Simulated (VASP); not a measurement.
Crystal: Ta.

```
Ta
1.0
     0.00000    2.08008    2.08008
     2.08008    0.00000    2.08008
     2.08008    2.08008    0.00000
Ta
1
Direct
  0.00000 0.00000 0.00000
```

This isn't the form of Ta at room conditions, which is bcc.

```yaml
Program: VASP 6.6.1
Task: relaxation of cell and atoms
Functional: r2SCAN
Dispersion: rVV10
Potentials_or_basis: VASP PAW PBE potentials, release 64 (Ta_pv)
Cutoff: 600 eV
k_mesh: 18 × 18 × 18
Occupations: gaussian, width 0.1 eV
Spin: no spin polarisation
```

At the start: pressure 6.7 GPa; volume 18.00 Å³/atom.

Problem. How do energy, volume and symmetry change on relaxing?

Solution. Over 4 steps the energy falls by 11.6 meV/atom and the volume is 18.57 Å³/atom (+3.2 %); space group Fm-3m (No. 225, to 0.05 Å).

The path:
```
step  energy change (eV)  largest force (eV/Å)  pressure (GPa)  volume (Å³)
   1              0.0000                0.0000            6.67        18.00
   2              0.0525                0.0000          -13.27        20.02
   3             -0.0116                0.0000           -0.15        18.58
   4             -0.0116                0.0000           -0.01        18.57
```

Final structure:
```cif
data_structure
_symmetry_space_group_name_H-M 'P 1'
_symmetry_Int_Tables_number 1
_cell_length_a 2.9724
_cell_length_b 2.9724
_cell_length_c 2.9724
_cell_angle_alpha 60.000
_cell_angle_beta 60.000
_cell_angle_gamma 60.000
_cell_volume 18.57
loop_
_atom_site_label
_atom_site_type_symbol
_atom_site_fract_x
_atom_site_fract_y
_atom_site_fract_z
_atom_site_occupancy
Ta1 Ta 0.00000 0.00000 0.00000 1
```

Caveat: the PAW data sets were made with another functional, which shifts forces and pressure a little.
